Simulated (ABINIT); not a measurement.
A run of ABINIT 10.8.3 (patched build) is set up as follows.

File run.abi:

```
pp_dirpath "./"
pseudos "Cd.GGA_PBE-JTH.xml, Se.GGA_PBE-JTH.xml"

acell 8.1258223359 8.1258223359 13.2658773949
rprim
     1.0000000000     0.0000000000     0.0000000000
    -0.5000000000     0.8660254038     0.0000000000
     0.0000000000     0.0000000000     1.0000000000
ntypat 2
znucl 48 34
natom 4
typat 1 1 2 2
xcart
     4.0629111684     2.3457228563     6.6329386974
    -0.0000000004     4.6914457133     0.0000000000
     4.0629111684     2.3457228563    11.7403014945
    -0.0000000004     4.6914457133     5.1073627970

ecut 17.0
pawecutdg 34.0

kptopt 1
ngkpt 6 6 3
nshiftk 1
shiftk 0.0 0.0 0.0

ixc 11

nband 22
occopt 3
tsmear 0.05 eV

nstep 100
tolvrs 1.0e-9

iomode 3
prtwf 0
prtden 0
prteig 0
prtebands 0
enunit 1
prtvol 2
```

Potentials or basis: JTH PAW PBE v2.0.

Run with:

```sh
$ abinit run.abi > log 2>&1
```

Task: What does it give for the largest force?

Result: 0.285 eV/Å.

Task: Predict the band gap on the k mesh.

Result: 0.69 eV, direct.

Forces in eV/Å, atoms in the order of the input:
```
Cd   0.000  0.000  0.285
Cd   0.000  0.000  0.285
Se   0.000  0.000 -0.285
Se   0.000  0.000 -0.285
```

**Experimental background.**

From a printed reference work, data compilation, for a bulk crystal of CdSe at 2 K: band gap 1.841 eV.

Against the measured gap of CdSe, 1.841 eV (2 K; a printed reference work, data compilation), the calculated 0.69 eV is off by -1.15 eV. So large a miss can be the level of theory's own, or it may mean another phase, state or a wrong row. Spin-orbit coupling on Cd, Se is left out. The value is that of PBE, without temperature or zero-point motion. Semilocal functionals fall short of measured gaps as a rule.
